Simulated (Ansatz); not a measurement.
The system is SnTe.

```xyz
2
Lattice="0.0000 3.1509 3.1509 3.1509 0.0000 3.1509 3.1509 3.1509 0.0000" Properties=species:S:1:pos:R:3 pbc="T T T"
Te    3.1509    3.1509    3.1509
Sn    0.0000    0.0000    0.0000
```

Base run:

| Property | Result |
| --- | --- |
| Program | Ansatz 0.2.0 |
| Functional | PBEsol |
| Potentials or basis | all-electron PAW datasets made for the crystal |
| Cutoff | 240 eV (chosen from the basis error) |
| k mesh | 6 × 6 × 6 |
| Occupations | fermi-dirac, width 0.05 eV |
| Spin | no spin polarisation |

Its results: band gap on the k mesh 0.14 eV, direct; pressure -0.3 GPa.

The run is repeated on the same cell with these changes: functional from PBEsol to PBE0; cutoff from 240 eV (chosen from the basis error) to 270 eV (chosen from the basis error). What comes out?

Band gap on the k mesh 0.61 eV, direct; pressure 1.6 GPa.

PBE0 gives the wider gap, since exact exchange removes part of the self-interaction.

Caveats: spin-orbit coupling is left out, which moves the levels of the heavy elements.

A k mesh can miss the band edges.

The runs don't all hold the same shells in valence.
